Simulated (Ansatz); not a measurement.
# ¹¹⁵In NMR of the central transition in In2O3

Cell: a computed structure from the Materials Project (it need not be an observed phase), its atoms then relaxed with PBE in this cell.

Space group R-3c:H (No. 167); a = 5.5162, c = 14.5911 Å, γ = 120.00°.

| site | Wyckoff | site symmetry | x | y | z |
| --- | --- | --- | --- | --- | --- |
| In | 12c | 3. | 0.0000 | 0.0000 | 0.1423 |
| O | 18e | .2 | 0.6296 | 0.9630 | 0.9167 |

One atom of each set is listed; the run and its k-mesh use a cell of 10 atoms with edges of 5.81, 5.81, 5.81 Å.

The numbers come from a DFT calculation in Ansatz (PBE, plane waves and PAW, scalar-relativistic, 420 eV cutoff, Γ-centred 6×6×6 k-points, Fermi–Dirac smearing 0.01 eV).

¹¹⁵In has I = 9/2 and Q = 772.0 mb (Pyykkö 2018); at 21.1 T its Larmor frequency is ν₀ = 198.0 MHz (from the bare nuclear moment; shielding lowers the observed one by a per cent or two). Only the quadrupole interaction is simulated: positions count from each site's isotropic chemical shift, and shift anisotropy, dipolar and J coupling are left out.

Simulated pattern of one In site (static powder, Gaussian broadening 20 kHz):

| offset (kHz) | height |
| --- | --- |
| -191.9 | 8 |
| -182.0 | 48 |
| -172.1 | 100 |
| -162.2 | 97 |
| -152.3 | 73 |
| -142.4 | 58 |
| -132.4 | 51 |
| -122.5 | 47 |
| -112.6 | 43 |
| -102.7 | 41 |
| -92.8 | 39 |
| -82.9 | 38 |
| -73.0 | 37 |
| -63.1 | 36 |
| -53.2 | 35 |
| -43.2 | 35 |
| -33.3 | 34 |
| -23.4 | 34 |
| -13.5 | 34 |
| -3.6 | 32 |
| 6.3 | 29 |
| 16.2 | 28 |
| 26.1 | 29 |
| 36.1 | 31 |
| 46.0 | 33 |
| 55.9 | 36 |
| 65.8 | 41 |
| 75.7 | 51 |
| 85.6 | 69 |
| 95.5 | 71 |
| 105.4 | 34 |
| 115.4 | 6 |

Question: Which |C_Q| and η does the pattern imply?

Answer: The pattern spans 273 kHz before broadening and its centre of gravity is at -52.5 kHz, which fixes P_Q; the places of the horns and steps fix η. That gives P_Q = 86.5 MHz, |C_Q| = 86.5 MHz and η = 0.00. The sign of C_Q can't be read from the pattern.

An axis of threefold or higher order runs through In, so V_zz lies along it and η is zero.

At this cell the PBE pressure is 5 GPa, so with PBE the cell would grow if it were relaxed. The entry's cell may itself be off. Without spin–orbit coupling (the program notes it for In) the gradients can shift somewhat, as the gap is small.
